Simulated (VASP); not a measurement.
Write the native input for VASP 6.6.1 that does the following.

```yaml
Task: single point
Functional: r2SCAN
Potentials_or_basis: VASP PAW PBE potentials, release 64 (Cd, O)
Cutoff: 520 eV
k_mesh: 8 × 8 × 8
Occupations: gaussian, width 0.1 eV
Spin: no spin polarisation
Dipole_correction: no
Further_INCAR_settings: ALGO = Normal; EDIFF = 1e-07; NBANDS = 33
```

The system is CdO2.

```
Cd O
1.0
     4.68126    0.00000    0.00000
     0.00000    4.68126    0.00000
     0.00000    0.00000    4.68126
Cd O
2 4
Direct
  0.00000 0.00000 0.00000
  0.50000 0.50000 0.50000
  0.25000 0.25000 0.25000
  0.25000 0.75000 0.75000
  0.75000 0.75000 0.25000
  0.75000 0.25000 0.75000
```

The cell was built by a generator and needn't be a form met in nature.

These files were run (other wordings do the same):

POSCAR

```
CdO2
1.0
    4.6812625083      0.0000000000      0.0000000000
    0.0000000000      4.6812625083      0.0000000000
    0.0000000000      0.0000000000      4.6812625083
Cd O
2 4
Direct
    0.0000000000      0.0000000000      0.0000000000
    0.5000000000      0.5000000000      0.5000000000
    0.2500000000      0.2500000000      0.2500000000
    0.2500000000      0.7500000000      0.7500000000
    0.7500000000      0.7500000000      0.2500000000
    0.7500000000      0.2500000000      0.7500000000
```

INCAR.step1

```
SYSTEM = CdO2
ALGO     = Normal         ! electronic algorithm
EDIFF    = 1E-4           ! SCF threshold, eV
ENCUT    = 520            ! plane-wave cutoff, eV
GGA      = PE             ! functional
ISMEAR   = 0              ! smearing method
LASPH    = .True.         ! aspherical terms in the spheres
LCHARG   = .False.        ! write CHGCAR
LREAL    = .False.        ! projectors in reciprocal space
LWAVE    = .True.         ! write WAVECAR
NBANDS   = 33             ! bands
NELM     = 100            ! most SCF steps
PREC     = Accurate       ! precision mode
SIGMA    = 0.1            ! smearing width, eV
```

INCAR.step2

```
SYSTEM = CdO2
ALGO     = Normal         ! electronic algorithm
EDIFF    = 1E-7           ! SCF threshold, eV
ENCUT    = 520            ! plane-wave cutoff, eV
ISIF     = 2              ! what is computed and relaxed
ISMEAR   = 0              ! smearing method
ISTART   = 1            
LASPH    = .True.         ! aspherical terms in the spheres
LCHARG   = .False.        ! write CHGCAR
LMIXTAU  = .True.       
LREAL    = .False.        ! projectors in reciprocal space
LWAVE    = .False.        ! write WAVECAR
METAGGA  = R2SCAN         ! meta-GGA
NBANDS   = 33             ! bands
NELM     = 100            ! most SCF steps
PREC     = Accurate       ! precision mode
SIGMA    = 0.1            ! smearing width, eV
```

KPOINTS

```
k-points
0
Gamma
  8 8 8
  0 0 0
```

Potentials or basis: VASP PAW PBE potentials, release 64 (Cd, O).

The run is started by

```bash
$ cat potpaw_PBE.64/Cd/POTCAR potpaw_PBE.64/O/POTCAR > POTCAR
$ cp INCAR.step1 INCAR
$ mpirun -np 1 vasp_std > vasp.out
$ cp INCAR.step2 INCAR
$ mpirun -np 1 vasp_std > vasp.out
```

Results of the run:

The pressure is 1.6 GPa and the band gap on the k mesh is none (metal or under the smearing width).

Caveat: the PAW data sets were made with another functional, which shifts forces and pressure a little.

Wall time 3.3 min on 1 thread of Intel(R) Xeon(R) 6975P-C (Granite Rapids) (shared host), peak memory 0.26 GiB.
